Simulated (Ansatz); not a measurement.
## CuO (Tenorite) in Ansatz: the effect of Hubbard term

The system is CuO (Tenorite).

```xyz
4
Lattice="2.3447 -1.7134 0.0000 2.3447 1.7134 0.0000 -0.8606 0.0000 5.0594" Properties=species:S:1:pos:R:3 pbc="T T T"
Cu    0.7420   -0.8457    2.5297
Cu    1.1723    0.8457    0.0000
O     1.6421    0.2841    3.8133
O     2.0724   -0.2841    1.2836
```

Alike in all runs:

```yaml
Program: Ansatz 0.2.0
Task: density of states
Functional: PBEsol
Potentials_or_basis: all-electron LAPW, scalar-relativistic
Cutoff: 426 eV (chosen from the basis error)
Basis_error_allowed: 0.002 eV/atom
k_mesh: 10 × 10 × 5
Occupations: fermi-dirac, width 0.05 eV
Spin: no spin polarisation
```

| Hubbard term | pressure (GPa) | largest force (eV/Å) |
| --- | --- | --- |
| none | -2.7 | 0.76 |
| Cu d U = 2 eV | -1.9 | 0.76 |
| Cu d U = 4 eV | ? | ? |
| Cu d U = 6 eV | 0.4 | 0.81 |
| Cu d U = 8 eV | 1.8 | 0.83 |

Problem. What does the run with Hubbard term Cu d U = 4 eV give?

Solution. Pressure -0.8 GPa; largest force 0.78 eV/Å.

Worked out: A parabola through the other rows of the pressure, of slope 0.565 GPa per eV there, gives -0.8 GPa, against the run's -0.8. A parabola through the other rows of the largest force, of slope 0.0095 eV/Å per eV there, gives 0.78 eV/Å, against the run's 0.78.

Caveats: the run has no spin polarisation, though such a crystal can be magnetic; U is the effective U less J, on atomic orbitals that reach past the spheres (some runs); U without spin polarisation on a metal has little footing (some runs); semilocal functionals often make such compounds metallic where correlation or magnetic order opens a gap, which also shifts bond lengths (some runs).
